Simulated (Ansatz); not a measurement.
YN:

```
Y N
1.0
     0.00000    2.43850    2.43850
     2.43850    0.00000    2.43850
     2.43850    2.43850    0.00000
Y N
1 1
Direct
  0.00000 0.00000 0.00000
  0.50000 0.50000 0.50000
```

Base run:

| Property | Result |
| --- | --- |
| Program | Ansatz 0.2.0 |
| Functional | BLYP |
| Potentials or basis | Ansatz PAW |
| Cutoff | 420 eV (not typed: the program's choice for these potentials) |
| k mesh | 9 × 9 × 9 |
| Occupations | fermi-dirac, width 0.05 eV |
| Spin | no spin polarisation |

Its results: band gap on the k mesh 0.38 eV, indirect (least direct gap 0.77 eV); pressure 7.9 GPa.

Q: After a change of settings the same cell gave: band gap on the k mesh 0.62 eV, indirect (least direct gap 1.03 eV); pressure 2.0 GPa. Which change was it?
A. functional from BLYP to RPBE
B. functional from BLYP to revPBE
C. functional from BLYP to r2SCAN; cutoff from 420 eV (not typed: the program's choice for these potentials) to 500 eV (not typed: the program's choice for these potentials)
D. functional from BLYP to PBEsol

A: C.

r2SCAN gives the wider gap, since meta-GGAs in the generalised Kohn-Sham scheme recover part of the derivative discontinuity.

Caveats: the k mesh misses the band edges, so the gap on the mesh is wider than the one along the path; the PAW data sets come from PBE, with cores solved anew for the run's functional, which leaves a small shift of forces and pressure.

Runs at the PBE level aren't shown here.
